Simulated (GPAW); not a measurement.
# GaP (R-3m): the Ga K absorption edge

How does the Ga K edge of GaP (R-3m) move when the bonds are compressed or stretched?

Method: X-ray absorption from dipole matrix elements to empty bands, plane-wave PAW LDA, in GPAW 26.7.0.

**1. Starting point**

The structure is trigonal, space group R-3m (No. 166). Conventional cell: a = 3.886 Å, b = 3.886 Å, c = 19.292 Å, α = 90.00°, β = 90.00°, γ = 120.00°. Ga has 3 P at 2.40 Å and 1 Ga at 2.49 Å nearest. Nearest to P lie 1 P at 2.21 Å and 3 Ga at 2.40 Å. Farther neighbours are not listed.

Structure file:

```cif
data_structure
_symmetry_space_group_name_H-M 'P 1'
_symmetry_Int_Tables_number 1
_cell_length_a 6.8110
_cell_length_b 6.8110
_cell_length_c 6.8110
_cell_angle_alpha 33.151
_cell_angle_beta 33.151
_cell_angle_gamma 33.151
_cell_volume 84.10
loop_
_atom_site_label
_atom_site_type_symbol
_atom_site_fract_x
_atom_site_fract_y
_atom_site_fract_z
_atom_site_occupancy
Ga1 Ga 0.56463 0.56463 0.56463 1
Ga2 Ga 0.43537 0.43537 0.43537 1
P3 P 0.94261 0.94261 0.94261 1
P4 P 0.05739 0.05739 0.05739 1
```

**2. Ground state of the crystal**

The ground state comes first: it tells whether the system has a gap, which decides how the excited electron is treated.

Contents of scf.py:

```python
import numpy as np
from ase import Atoms
from ase.parallel import parprint, paropen
from gpaw import GPAW, PW, FermiDirac, Mixer, MixerDif, setup_paths
from gpaw.test import gen
setup_paths.insert(0, '.')
gen('Ga', name='nch1s', xcname='LDA', corehole=(1, 0, 0), write_xml=True)
from gpaw.mpi import world
world.barrier()

atoms = Atoms('Ga2P2',
    cell=[[1.94301518, 1.12180033, 6.4308101],
     [-1.94301518, 1.12180033, 6.4308101],
     [0, -2.24360067, 6.4308101]],
    scaled_positions=[[0.564628, 0.564628, 0.564628],
     [0.435372, 0.435372, 0.435372],
     [0.942611, 0.942611, 0.942611],
     [0.057389, 0.057389, 0.057389]],
    pbc=True)
atoms.calc = calc = GPAW(legacy_gpaw=True, mode=PW(430, force_complex_dtype=True), xc='LDA', setups={0: 'nch1s'},
    kpts={'size': (8, 8, 8), 'gamma': True}, occupations=FermiDirac(0.05),
    charge=0, mixer=Mixer(0.1, 5, 50), maxiter=150,
    convergence={'density': 0.0001, 'eigenstates': 1e-6}, txt='scf.txt')
energy = atoms.get_potential_energy() + calc.get_reference_energy()
ef = calc.get_fermi_level()
out = dict(energy=energy, fermi=ef, forces=atoms.get_forces().tolist())
parprint(f'all-electron energy {energy:.4f} eV, Fermi level {ef:.4f} eV')
ev = np.array([[calc.get_eigenvalues(k, s) for k in range(len(calc.get_ibz_k_points()))] for s in range(calc.get_number_of_spins())])
out['homo'], out['lumo'], out['counts'] = ev[ev < ef].max(), ev[ev > ef].min(), sorted(set((ev < ef).sum((0, 2)).tolist()))
out['filled'] = (ev[:, 0] < ef).sum(1).tolist()
import json
with paropen('out.json', 'w') as f:
    json.dump(out, f)
```

Run with:

```
$ OMP_NUM_THREADS=1 mpirun -n 4 gpaw python scf.py
```

Numbers of over 12 decimals in the logs are rounded to 6 here.

The log of the run:

```text
Input parameters:
  convergence: {density: 0.0001,
                eigenstates: 1e-06}
  kpts: {gamma: True,
         size: (8, 8, 8)}
  maxiter: 150
  mixer: {backend: pulay,
          beta: 0.1,
          method: separate,
          nmaxold: 5,
          weight: 50}
  mode: {ecut: 430.0,
         force_complex_dtype: True,
         name: pw}
  occupations: {fixmagmom: False,
                name: fermi-dirac,
                width: 0.05}
  setups: {0: nch1s}

Initialize ...

[... PAW data sets ...]

Reference energy: -124161.323814  # eV

Spin-paired calculation

[... convergence settings ...]
Symmetries present (total): 2
  [... symmetry matrices ...]

512 k-points: 8 x 8 x 8 Monkhorst-Pack grid + [1/16,1/16,1/16]
150 k-points in the irreducible part of the Brillouin zone
       k-points in crystal coordinates                weights
   0:     0.00000000    0.00000000    0.00000000          1/512
   1:     0.00000000    0.00000000    0.12500000          2/512
   2:     0.00000000    0.00000000    0.25000000          2/512
   3:     0.00000000    0.00000000    0.37500000          2/512
   4:     0.00000000    0.00000000    0.50000000          1/512
   5:     0.12500000   -0.12500000    0.00000000          2/512
   6:     0.12500000   -0.12500000    0.12500000          4/512
   7:     0.12500000   -0.12500000    0.25000000          4/512
   8:     0.12500000   -0.12500000    0.37500000          4/512
   9:     0.12500000   -0.12500000    0.50000000          2/512
          ...
 149:     0.50000000    0.50000000    0.50000000          1/512

Wave functions: Plane wave expansion
  Cutoff energy: 430.000 eV
  Number of coefficients (min, max): 1687, 1727
  Pulay-stress correction: 0.000000 eV/Ang^3 (de/decut=0.000000)
  Using FFTW library
  Wavefunction extrapolation:
    Improved wavefunction reuse through dual PAW basis

Occupation numbers: Fermi-Dirac:
  width: 0.0500  # eV

Eigensolver
   Davidson(niter=2)

Densities:
  Coarse grid: 35*35*35 grid
  Fine grid: 70*70*70 grid
  Total Charge: 0.000000

Density mixing:
  Method: separate
  Backend: pulay
  Linear mixing parameter: 0.1
  old densities: 5
  Width of damping distribution: 1.1
  Damping of long wavelength oscillations: 50

[... Hamiltonian set-up ...]
Number of atoms: 4
Number of atomic orbitals: 16
Number of bands in calculation: 14
Number of valence electrons: 16
Bands to converge: occupied

... initialized

Initializing position-dependent things.

Density initialized from atomic densities
Creating initial wave functions:
  14 bands from LCAO basis set

       P

       Ga

       Ga

       P

Atomic positions and initial magnetic moments

Positions:
   0 Ga     0.000000   -0.000000   10.893046    ( 0.0000,  0.0000,  0.0000)
   1 Ga    -0.000000   -0.000000    8.399384    ( 0.0000,  0.0000,  0.0000)
   2 P      0.000000   -0.000000   18.185257    ( 0.0000,  0.0000,  0.0000)
   3 P     -0.000000   -0.000000    1.107173    ( 0.0000,  0.0000,  0.0000)

Unit cell:
           periodic     x           y           z      points  spacing
  1. axis:    yes    1.943015    1.121800    6.430810    35     0.0947
  2. axis:    yes   -1.943015    1.121800    6.430810    35     0.0947
  3. axis:    yes    0.000000   -2.243601    6.430810    35     0.0947

  Lengths:   6.810952   6.810952   6.810952
  Angles:   33.150942  33.150942  33.150942

Effective grid spacing dv^(1/3) = 0.1252

iter:   1   -20.428386
iter:   2   -20.389544   -1.60  -0.86
iter:   3   -20.247513   -1.68  -0.90
iter:   4   -20.214394   -3.12  -1.48
iter:   5   -20.203732   -2.62  -1.54
iter:   6   -20.202369   -3.41  -2.01
iter:   7   -20.199446c  -4.03  -2.01
iter:   8   -20.198964c  -4.39  -2.27
iter:   9   -20.198515c  -4.49  -2.45
iter:  10   -20.198516c  -5.64  -3.54
iter:  11   -20.198515c  -6.96c -3.69
iter:  12   -20.198515c  -8.04c -3.80
iter:  13   -20.198515c  -8.07c -3.91
iter:  14   -20.198515c  -7.93c -4.00
iter:  15   -20.198515c  -8.89c -5.00c

Converged after 15 iterations.

Dipole moment: (-0.000000, 0.000000, -0.000000) |e|*Ang

Energy contributions relative to reference atoms: (reference = -124161.323814)

Kinetic:        +37.642635
Potential:      -33.328068
External:        +0.000000
XC:             -24.525289
Entropy (-ST):   -0.000009
Local:           +0.012212
SIC:             +0.000000
--------------------------
Free energy:    -20.198519
Extrapolated:   -20.198515

Showing only first 2 kpts
 Kpt  Band  Eigenvalues  Occupancy
  0     6      4.66200    1.99878
  0     7      4.66200    1.99878
  0     8      5.65501    0.00001
  0     9      6.03520    0.00000

  1     6      4.12435    2.00000
  1     7      4.28212    2.00000
  1     8      6.54798    0.00000
  1     9      6.79062    0.00000

Fermi level: 5.03222

Gap: 0.724 eV
Transition (v -> c):
  (s=0, k=0, n=7, [0.00, 0.00, 0.00]) -> (s=0, k=145, n=8, [0.50, 0.50, 0.00])
Direct/indirect transitions are different
Direct gap: 0.992 eV
Transition at: (s=0, k=22, n=7, [0.12, 0.12, 0.12])

Forces in eV/Ang:
  0 Ga    0.00000   -0.00000   -0.14075
  1 Ga    0.00000    0.00000    0.14075
  2 P     0.00000    0.00002   -0.01492
  3 P     0.00000   -0.00002    0.01492
Scalar-relativistic atomic LDA calculation for Ga (Gallium, Z=31)
Core hole in 1s state (1s occupation: 2.0)
600 radial gridpoints.
|------------------------------------------------|
|------------------------------------------------|
[... the atom generator's iteration count ...]

Energy contributions:
-------------------------
Kinetic:    +1972.184799
XC:           -72.597836
Potential:  -3840.247246
-------------------------
Total:      -1940.660283

state      eigenvalue         ekin         rmax
-----------------------------------------------
1s^2.0 :  -375.030000   481.718074        0.032
2s^2.0 :   -46.288952    91.904266        0.183
2p^6.0 :   -40.360200    89.727351        0.146
3s^2.0 :    -5.415739    20.699600        0.565
3p^6.0 :    -3.626001    18.420027        0.567
3d^10.0:    -0.713236    12.977628        0.531
4s^2.0 :    -0.336865     1.972734        1.883
4p^1.0 :    -0.100461     0.934904        2.519
-----------------------------------------------
(units: Bohr and Hartree)

Generating PAW setup
Kinetic energy of the core from tauc = 1987.570136
Cutoffs:
rc(s)=2.200
rc(p)=2.200
rc(d)=2.200
rc(vbar)=1.980
rc(comp)=2.200
rc(nct)=2.200

Kinetic energy of the core states: 1967.304428
Charge: 0.0
Core electrons: 28.0
Valence electrons: 3.0
Pseudo-core charge: 1.942142
Shape function alpha=2.066
Pseudo-electron charge 5.235165
state    eigenvalue         norm
--------------------------------
4s(2) :    -0.336865     1.140380
*s    :     0.663135
4p(1) :    -0.100461     1.012264
*p    :     0.899539
*d    :     0.000000
--------------------------------

Diagonalizing with gridspacing h=0.050

state   all-electron     PAW
-------------------------------
4s:      -0.336865    -0.337024
4p:      -0.100461    -0.100552
*d:                    0.030615
*f:                    0.065359
-------------------------------
all-electron energy -124181.5223 eV, Fermi level 5.0322 eV
```

It took 45 s on 4 MPI ranks of Arm Neoverse V2, shared host; peak memory 0.23 GiB.

The mesh shows a gap of 0.72 eV, so the hole is first treated in a charged cell, without the excited electron.

**3. Reference energy of the supercell**

The photon energy needs a difference of total energies, so the cell and mesh of the coming hole run are first run without a hole.

Changes to scf.py since step 2:

```diff
@@ -10,13 +10,21 @@
 
-atoms = Atoms('Ga2P2',
-    cell=[[1.94301518, 1.12180033, 6.4308101],
-     [-1.94301518, 1.12180033, 6.4308101],
-     [0, -2.24360067, 6.4308101]],
-    scaled_positions=[[0.564628, 0.564628, 0.564628],
-     [0.435372, 0.435372, 0.435372],
-     [0.942611, 0.942611, 0.942611],
-     [0.057389, 0.057389, 0.057389]],
+atoms = Atoms('Ga6P6',
+    cell=[[0, 6.73080201, 0],
+     [5.82904553, 3.365401, 0],
+     [-1.94301518, -1.12180033, -6.4308101]],
+    scaled_positions=[[0, 0.435372, 0.306116],
+     [0.33333333, 0.76870533, 0.306116],
+     [0.66666667, 0.10203867, 0.306116],
+     [0, 0.564628, 0.693884],
+     [0.33333333, 0.89796133, 0.693884],
+     [0.66666667, 0.23129467, 0.693884],
+     [0, 0.057389, 0.172167],
+     [0.33333333, 0.39072233, 0.172167],
+     [0.66666667, 0.72405567, 0.172167],
+     [0, 0.942611, 0.827833],
+     [0.33333333, 0.27594433, 0.827833],
+     [0.66666667, 0.60927767, 0.827833]],
     pbc=True)
 atoms.calc = calc = GPAW(legacy_gpaw=True, mode=PW(430, force_complex_dtype=True), xc='LDA', setups={0: 'nch1s'},
-    kpts={'size': (8, 8, 8), 'gamma': True}, occupations=FermiDirac(0.05),
+    kpts={'size': (3, 3, 3), 'gamma': True}, occupations=FermiDirac(0.02),
     charge=0, mixer=Mixer(0.1, 5, 50), maxiter=150,
```

The log of the run:

```text
Input parameters:
  convergence: {density: 0.0001,
                eigenstates: 1e-06}
  kpts: {gamma: True,
         size: (3, 3, 3)}
  maxiter: 150
  mixer: {backend: pulay,
          beta: 0.1,
          method: separate,
          nmaxold: 5,
          weight: 50}
  mode: {ecut: 430.0,
         force_complex_dtype: True,
         name: pw}
  occupations: {fixmagmom: False,
                name: fermi-dirac,
[...]
4s(2) :    -0.336865     1.140380
*s    :     0.663135
4p(1) :    -0.100461     1.012264
*p    :     0.899539
*d    :     0.000000
--------------------------------

Diagonalizing with gridspacing h=0.050

state   all-electron     PAW
-------------------------------
4s:      -0.336865    -0.337024
4p:      -0.100461    -0.100552
*d:                    0.030615
*f:                    0.065359
-------------------------------
all-electron energy -372544.5112 eV, Fermi level 5.1947 eV
[key lines of the parts left out:]
Converged after 15 iterations.
Dipole moment: (-0.000000, -0.000000, -0.000000) |e|*Ang
Free energy:    -60.539765
Fermi level: 5.19468
```

Run time: 18 s. Hardware: 4 MPI ranks; peak memory 0.26 GiB; 73 s of CPU time.

Reference energy: -372544.511 eV with the cores included.

(Continued in part 2 of 4.)

[Banner, clock and machine lines of the logs are left out without a mark of their own.]

[Logs are printed without paths, hosts, clocks, repeated set-up lines and the standing remarks that a program may print on its own settings, such as how far it seeks lower states.]

[Hosts, paths, dates, database ids (printed as entryN), source tags and the programs' standing remarks are cut or masked in the printed files.]

[Lists of maxima count a maximum above −3 eV only where it reaches 4 % of the highest in the window and stands out from its surroundings by 2 % of it (1.5 % where it reaches 55 %); shoulders and weaker maxima are passed over, and of the rest the first, up to two pre-edge ones and the few strongest are named.]
